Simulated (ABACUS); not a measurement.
# TiO2 (P4_2/mnm) in ABACUS: reference runs

Reference runs on TiO2: the cell as given and a disturbed copy.

All numbers are computed with ABACUS 3.10.1; they aren't measurements. Logs are shortened: lines on timing, memory, paths and dates and some standing lists are left out, and cuts for length are marked.

## 1. The structure

The structure is tetragonal, space group P4_2/mnm (No. 136). Conventional cell: a = 4.600 Å, b = 4.600 Å, c = 2.959 Å, α = 90.00°, β = 90.00°, γ = 90.00°. Ti (site symmetry mmm) has 6 O at 1.95 to 1.98 Å as nearest neighbours. Around O (site symmetry m2m) lie 3 Ti at 1.95 to 1.98 Å.

The cell is a database's computed one.

## 2. Single point, PBEsol

INPUT reads:

```
INPUT_PARAMETERS
suffix              TiO2
calculation         scf
basis_type          pw
pseudo_dir          ./
symmetry            1
dft_functional      pbesol
ecutwfc             84
pseudo_rcut         7
nspin               1
nbands              29
ks_solver           dav
smearing_method     fd
smearing_sigma      0.00367493
scf_thr             1e-08
scf_nmax            100
mixing_type         broyden
mixing_beta         0.7
cal_force           1
cal_stress          1
out_chg             1
out_pot             2
out_elf             1
```

STRU reads:

```
ATOMIC_SPECIES
Ti 47.8670 Ti.upf
O 15.9990 O.upf

LATTICE_CONSTANT
1.8897261246

LATTICE_VECTORS
4.5998373239 0.0000000000 0.0000000000
0.0000000000 4.5998373239 0.0000000000
0.0000000000 0.0000000000 2.9592135600

ATOMIC_POSITIONS
Direct

Ti
0.0
2
0.0000000000 0.0000000000 0.5000000000 1 1 1
0.5000000000 0.5000000000 0.0000000000 1 1 1

O
0.0
4
0.3043213200 0.3043213200 0.5000000000 1 1 1
0.1956786800 0.8043213200 0.0000000000 1 1 1
0.8043213200 0.1956786800 0.0000000000 1 1 1
0.6956786800 0.6956786800 0.5000000000 1 1 1
```

KPT reads:

```
K_POINTS
0
Gamma
6 6 9 0 0 0
```

Potentials or basis: PseudoDojo NC SR 0.4.1 PBEsol standard, plane waves.

Launch:

```sh
$ OMP_NUM_THREADS=1 mpirun -np 4 abacus > log
```

running log:

```text
ABACUS v3.10.1

               Atomic-orbital Based Ab-initio Computation at UStc

 ------------------------------------------------------------------------------------

 READING GENERAL INFORMATION
                           global_out_dir = OUT.TiO2/
                           global_in_card = INPUT
                               pseudo_dir = ./
                              orbital_dir =
                                    DSIZE = 4
                                    GSIZE = 1

 READING UNITCELL INFORMATION
                                    ntype = 2
                  lattice constant (Bohr) = 1.88973
              lattice constant (Angstrom) = 1

 READING ATOM TYPE 1
                               atom label = Ti
                      L=0, number of zeta = 1
                      L=1, number of zeta = 1
                      L=2, number of zeta = 1
             number of atom for this type = 2

 READING ATOM TYPE 2
                               atom label = O
                      L=0, number of zeta = 1
                      L=1, number of zeta = 1
                      L=2, number of zeta = 1
             number of atom for this type = 4

                        TOTAL ATOM NUMBER = 6
DIRECT COORDINATES
    atom                   x                   y                   z     mag                  vx                  vy                  vz
taud_Ti1            0.0000000000        0.0000000000        0.5000000000  0.0000        0.0000000000        0.0000000000        0.0000000000
taud_Ti2            0.5000000000        0.5000000000        0.0000000000  0.0000        0.0000000000        0.0000000000        0.0000000000
taud_O1            0.3043213200        0.3043213200        0.5000000000  0.0000        0.0000000000        0.0000000000        0.0000000000
taud_O2            0.1956786800        0.8043213200        0.0000000000  0.0000        0.0000000000        0.0000000000        0.0000000000
taud_O3            0.8043213200        0.1956786800        0.0000000000  0.0000        0.0000000000        0.0000000000        0.0000000000
taud_O4            0.6956786800        0.6956786800        0.5000000000  0.0000        0.0000000000        0.0000000000        0.0000000000

                          Volume (Bohr^3) = 422.53
                             Volume (A^3) = 62.6125

 Lattice vectors: (Cartesian coordinate: in unit of a_0)
             +4.59984                  +0                  +0
                   +0            +4.59984                  +0
                   +0                  +0            +2.95921
 Reciprocal vectors: (Cartesian coordinate: in unit of 2 pi/a_0)
            +0.217399                  -0                  +0
                   -0           +0.217399                  -0
                   +0                  -0           +0.337928
 The esolver type has been set to : ksdft_pw

                PAO radial cut off (Bohr) = 7

 Read in pseudopotential file is Ti.upf
                     pseudopotential type = NC
          exchange-correlation functional = PBESOL
                 nonlocal core correction = 1
                        valence electrons = 12
                                     lmax = 2
                           number of zeta = 4
                     number of projectors = 6
                           L of projector = 0
                           L of projector = 0
                           L of projector = 1
                           L of projector = 1
                           L of projector = 2
                           L of projector = 2
                PAO radial cut off (Bohr) = 7

 Read in pseudopotential file is O.upf
                     pseudopotential type = NC
          exchange-correlation functional = PBESOL
                 nonlocal core correction = 1
                        valence electrons = 6
                                     lmax = 2
                           number of zeta = 2
                     number of projectors = 5
                           L of projector = 0
                           L of projector = 0
                           L of projector = 1
                           L of projector = 1
                           L of projector = 2
     initial pseudo atomic orbital number = 36

 SETUP THE ELECTRONS NUMBER
            electron number of element Ti = 12
      total electron number of element Ti = 24
             electron number of element O = 6
       total electron number of element O = 24
            AUTOSET number of electrons:  = 48
                           occupied bands = 24
                                   NBANDS = 29
                                   NLOCAL = 54

%%%%%%%%%%%%%%%%%%%%%%%%%%%%%%%%%%%%%%%%%%%%%%%%%%%%%%%%%%%%%%%%%%%%%%%%%%%%%%%%%%%%%%%%%%%%%%%%%%%%%%%%%%
 Warning: the number of valence electrons in pseudopotential > 4 for Ti: [Ar] 3d2 4s2
 Pseudopotentials with additional electrons can yield (more) accurate outcomes, but may be less efficient.
 If you're confident that your chosen pseudopotential is appropriate, you can safely ignore this warning.
%%%%%%%%%%%%%%%%%%%%%%%%%%%%%%%%%%%%%%%%%%%%%%%%%%%%%%%%%%%%%%%%%%%%%%%%%%%%%%%%%%%%%%%%%%%%%%%%%%%%%%%%%%

 SETUP THE PLANE WAVE BASIS
 energy cutoff for charge/potential (unit:Ry) = 336
            fft grid for charge/potential = [ 54, 54, 36 ]
                        fft grid division = [ 1, 1, 1 ]
        big fft grid for charge/potential = [ 54, 54, 36 ]
                                     nbxx = 26244
                                     nrxx = 26244

 SETUP PLANE WAVES FOR CHARGE/POTENTIAL
                    number of plane waves = 43961
                         number of sticks = 2025

 PARALLEL PW FOR CHARGE/POTENTIAL
     PROC   COLUMNS(POT)             PW
        1            506          10990
        2            506          10990
        3            506          10990
        4            507          10991
 --------------- sum -------------------
        4           2025          43961
                            number of |g| = 2383
[... 33 lines left out ...]
Original cell was already a primitive cell.
                        ROTATION MATRICES = 16
              PURE POINT GROUP OPERATIONS = 8
                   SPACE GROUP OPERATIONS = 16
                                       C2 = 3
                                       C3 = 0
                                       C4 = 0
                                       C6 = 0
                                       S1 = 3
                                       S3 = 0
                                       S4 = 0
                                       S6 = 0
                              POINT GROUP = D_2h
               POINT GROUP IN SPACE GROUP = D_4h

 SETUP K-POINTS
                                    nspin = 1
                   Input type of k points = Monkhorst-Pack(Gamma)
                                   nkstot = 324
                       right hand lattice = 1
(for reciprocal lattice: )
                             BRAVAIS TYPE = 5
                     BRAVAIS LATTICE NAME = 05. Tetrogonal P (simple)
                                    ibrav = 5
                       right hand lattice = 1
(for k-lattice: )
                             BRAVAIS TYPE = 5
                     BRAVAIS LATTICE NAME = 05. Tetrogonal P (simple)
                                    ibrav = 5
                       right hand lattice = 1
                        ROTATION MATRICES = 16
                               nkstot_ibz = 50
K-POINTS REDUCTION ACCORDING TO SYMMETRY
     IBZ    DIRECT_X    DIRECT_Y    DIRECT_Z  WEIGHT  ibz2bz
       1  0.00000000  0.00000000  0.00000000  0.0031       0
       2  0.16666667  0.00000000  0.00000000  0.0123       1
       3  0.33333333  0.00000000  0.00000000  0.0123       2
       4  0.50000000  0.00000000  0.00000000  0.0062       3
       5  0.16666667  0.16666667  0.00000000  0.0123       7
       6  0.33333333  0.16666667  0.00000000  0.0247       8
[... 22 lines left out ...]
      29  0.50000000  0.33333333  0.22222222  0.0247      87
      30  0.50000000  0.50000000  0.22222222  0.0062      93
[... 20 further k points ...]

                               nkstot now = 50
[... K-POINTS DIRECT COORDINATES: 50 rows ...]

           k-point number in this process = 50
       minimum distributed K point number = 50
[... stars of the k points ...]

[... K-POINTS CARTESIAN COORDINATES: 50 rows ...]

[... K-POINTS DIRECT COORDINATES: 50 rows ...]

 SETUP PLANE WAVES FOR WAVE FUNCTIONS
     energy cutoff for wavefunc (unit:Ry) = 84
              fft grid for wave functions = [ 54, 54, 36 ]
                    number of plane waves = 6889
                         number of sticks = 593

 PARALLEL PW FOR WAVE FUNCTIONS
     PROC   COLUMNS(POT)             PW
        1            148           1722
        2            148           1722
        3            148           1722
        4            149           1723
 --------------- sum -------------------
        4            593           6889

 SETUP NONLOCAL PSEUDOPOTENTIALS IN PLANE WAVE BASIS
 Ti non-local projectors:
 projector 1 L=0
 projector 2 L=0
 projector 3 L=1
 projector 4 L=1
 projector 5 L=2
 projector 6 L=2
 O non-local projectors:
 projector 1 L=0
 projector 2 L=0
 projector 3 L=1
 projector 4 L=1
 projector 5 L=2
      TOTAL NUMBER OF NONLOCAL PROJECTORS = 88

 Init Non-Local PseudoPotential table :
 Init Non-Local-Pseudopotential done.

                                     npwx = 1387

 Make real space PAO into reciprocal space.
       max mesh points in Pseudopotential = 701
     dq(describe PAO in reciprocal space) = 0.01
                                    max q = 1104

 number of pseudo atomic orbitals for Ti is 4
WARNING: norm of atomic wavefunction # 3 of atomic type Ti is 0.999523, renormalized
WARNING: norm of atomic wavefunction # 4 of atomic type Ti is 0.990928, renormalized

 number of pseudo atomic orbitals for O is 2
WARNING: norm of atomic wavefunction # 2 of atomic type O is 0.999978, renormalized

 -------------------------------------------
 SELF-CONSISTENT
 -------------------------------------------
                                 init_chg = atomic

 PW ALGORITHM --------------- ION=   1  ELEC=   1--------------------------------

 Density error is 2.69849470803
                          Error Threshold = 0.01
----------------------------------------------------------
     Energy           Rydberg                 eV
----------------------------------------------------------
 E_KohnSham     -368.5018576410      -5013.7249875026
 E_Harris       -370.7498567545      -5044.3105845457
 E_Fermi        0.7978352755         10.8551058121
----------------------------------------------------------
[... 255 lines left out ...]
 Density error is 8.11294561469e-09
                          Error Threshold = 2.38003392142e-11
----------------------------------------------------------
     Energy           Rydberg                 eV
----------------------------------------------------------
 E_KohnSham     -369.8092401059      -5031.5128384904
 E_KS(sigma->0) -369.8092401059      -5031.5128384901
 E_Harris       -369.8086807775      -5031.5052284373
 E_band         -29.0519244140       -395.2717098953
 E_one_elec     -123.3022723652      -1677.6134805144
 E_Hartree      85.0125890576        1156.6556129163
 E_xc           -67.4319295673       -917.4584692503
 E_Ewald        -264.0876272310      -3593.0965016415
 E_entropy(-TS) -0.0000000000        -0.0000000005
 E_descf        0.0000000000         0.0000000000
 E_exx          0.0000000000         0.0000000000
 E_Fermi        0.7269793053         9.8910608806
----------------------------------------------------------

 charge density convergence is achieved
 final etot is -5031.5128385 eV
 EFERMI = 9.8910608806 eV
The vacuum level is 8.6654665777 eV

 STATE ENERGY(eV) AND OCCUPATIONS    NSPIN == 1
 1/50 kpoint (Cartesian) = 0.0000 0.0000 0.0000 (1372 pws)
       1       -47.6360     0.00617284
       2       -47.6185     0.00617284
       3       -24.0790     0.00617284
       4       -24.0790     0.00617284
       5       -23.9127     0.00617284
       6       -23.9127     0.00617284
[... 176 lines left out ...]
      28        12.0334    1.21835e-20
      29        12.1975    4.56840e-22

[... levels at 44 further k points ...]

------------------------------------------------------------------------------------------
 TOTAL-FORCE (eV/Angstrom)
------------------------------------------------------------------------------------------
                       Ti1         0.0000000000         0.0000000000         0.0000000000
                       Ti2         0.0000000000         0.0000000000         0.0000000000
                        O1         0.0593725120         0.0593725120         0.0000000000
                        O2        -0.0593725120         0.0593725120         0.0000000000
                        O3         0.0593725120        -0.0593725120         0.0000000000
                        O4        -0.0593725120        -0.0593725120         0.0000000000
------------------------------------------------------------------------------------------

----------------------------------------------------------------
 TOTAL-STRESS (KBAR)
----------------------------------------------------------------
       -26.8906637445        -0.0000000000         0.0000000000
         0.0000000000       -26.8906637445         0.0000000000
         0.0000000000         0.0000000000       -46.4380077938
----------------------------------------------------------------
 TOTAL-PRESSURE: -33.406445 KBAR

 --------------------------------------------
 !FINAL_ETOT_IS -5031.5128384903573533 eV
 --------------------------------------------
```

Run time: 2.5 min. Hardware: 4 MPI ranks of AMD EPYC 7R43 (Zen 3), shared host; peak memory 0.4 GiB.

What came out:

| Property | Result |
| --- | --- |
| Free energy | -5031.5128 eV |
| Pressure | -3.3 GPa |
| Largest force | 0.084 eV/Å |
| Band gap on the k mesh | 1.85 eV, direct |

Forces in eV/Å, atoms in the order of the input:
```
Ti   0.000  0.000  0.000
Ti   0.000  0.000  0.000
O    0.059  0.059  0.000
O   -0.059  0.059  0.000
O    0.059 -0.059  0.000
O   -0.059 -0.059  0.000
```

Caveat: there are fewer bands than atomic start orbitals, so a level may be missed at k points of high symmetry; an odd mesh through Γ misses points on the zone boundary, where band edges often lie.

## 3. Single point, PBEsol (atoms moved at random, drawn with an rms of 0.05 Å)

INPUT is that of step 2.

STRU reads:

```
ATOMIC_SPECIES
Ti 47.8670 Ti.upf
O 15.9990 O.upf

LATTICE_CONSTANT
1.8897261246

LATTICE_VECTORS
4.5998373239 0.0000000000 0.0000000000
0.0000000000 4.5998373239 0.0000000000
0.0000000000 0.0000000000 2.9592135600

ATOMIC_POSITIONS
Direct

Ti
0.0
2
-0.0071520000 0.0075740000 0.4974220000 1 1 1
0.4918730000 0.5106150000 -0.0034650000 1 1 1

O
0.0
4
0.3065360000 0.3035420000 0.4963890000 1 1 1
0.1892690000 0.8078500000 0.0048570000 1 1 1
0.7955150000 0.1941590000 0.0070300000 1 1 1
0.6990960000 0.7056660000 0.5098970000 1 1 1
```

KPT is that of step 2.

Potentials or basis: PseudoDojo NC SR 0.4.1 PBEsol standard, plane waves.

Launch:

```sh
$ OMP_NUM_THREADS=1 mpirun -np 4 abacus > log
```

Wall time 5.6 min (4 MPI ranks of AMD EPYC 7R43 (Zen 3), shared host); peak memory 0.76 GiB.

Results (log left out):

* Free energy: -5031.4762 eV
* Pressure: -3.5 GPa
* Largest force: 0.895 eV/Å
* Band gap on the k mesh: 1.78 eV, indirect (least direct gap 1.80 eV)

Forces on the atoms (eV/Å):
```
Ti  -0.052  0.085  0.000
Ti   0.042 -0.089 -0.036
O    0.118  0.509  0.250
O    0.296 -0.171  0.003
O    0.208  0.306 -0.079
O   -0.611 -0.640 -0.139
```

Stress tensor (GPa, compression positive):
```
-2.74  0.15 -0.28
 0.15 -2.89 -0.52
-0.28 -0.52 -4.72
```

Levels at points of the mesh, in eV from the valence-band top:
```tsv
k point	band 22	band 23	band 24	band 25	band 26	band 27
(0.00, 0.00, 0.00)	-0.52	-0.50	0.00	1.80	2.08	2.37
(0.50, 0.00, 0.00)	-1.60	-0.82	-0.71	2.37	2.53	2.94
(0.00, 0.50, 0.00)	-1.67	-0.77	-0.74	2.36	2.53	2.98
(0.50, 0.50, 0.00)	-1.34	-1.17	-1.13	1.78	1.93	2.48
```

Caveat: there are fewer bands than atomic start orbitals, so a level may be missed at k points of high symmetry; an odd mesh through Γ misses points on the zone boundary, where band edges often lie.

## 4. Comparison with measurements

Step 2. The gap isn't set beside the measured one, since this odd mesh misses points on the zone boundary.
